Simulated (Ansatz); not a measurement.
H interstitial in MoS2

Computed with DFT PBE, scalar-relativistic, plane waves, PAW in Ansatz 0.2.0. (420 eV cutoff, 2×2×2 k-mesh, shifted by half a step, Gaussian smearing of 0.01 eV, collinear spin in charge 0 alone)

Host crystal, relaxed:

```
Mo S
1.0
     1.59259    0.91948    7.43833
    -1.59259    0.91948    7.43833
     0.00000   -1.83896    7.43833
Mo S
1 2
Direct
  0.99978 0.99978 0.99978
  0.40313 0.40313 0.40313
  0.26309 0.26309 0.26309
```

Supercell of 39 atoms, rows in host cell vectors: -2 2 1; 1 -2 2; 2 1 -2. Atoms relax at the host's cell from a start displaced at random by 0.06 Å near the defect, so other minima may exist. The cell is small, so energies carry finite-size errors of tenths of an eV. The host's Kohn–Sham gap is 1.45 eV. Atoms are taken from and returned to the elements' standard states. Charged cells are corrected for image charges with the computed static dielectric tensor (mean 9.7) and aligned with the host's potential at far atoms (alignment terms reach 0.18 eV). No band-filling term is added, and the Fermi level counts from the host's valence band top.

Defect: H interstitial set at (0.812, 0.844, 0.844) of the host cell. In charges +1, 0, -1 some atom moved by up to 2.0 Å, so the relaxed defect can differ in kind from the start. Before relaxation its nearest neighbours are 1 S at 2.79 Å, 2 S at 2.82 Å, 2 S at 2.85 Å, 1 S at 2.88 Å.

| charge | E_f at the valence band top (eV) | over the neutral state (eV) | moment (μB) | largest move (Å) | atoms near the site |
| --- | --- | --- | --- | --- | --- |
| +1 | 0.54 | -1.05 | 0.00 | 2.00 | 1 S at 1.37 Å |
| 0 | 1.59 | 0.00 | 1.00 | 1.22 | 1 S at 1.41 Å, 2 S at 2.56 Å, 2 Mo at 3.11 Å |
| -1 | 2.73 | 1.14 | 0.00 | 1.12 | 1 S at 1.44 Å, 2 S at 2.44 Å, 2 Mo at 3.09 Å |

Among the charges computed the stable one is +1 at the valence band top, changing to 0 at 1.05 eV, changing to -1 at 1.14 eV. Other sites of the defect weren't tried.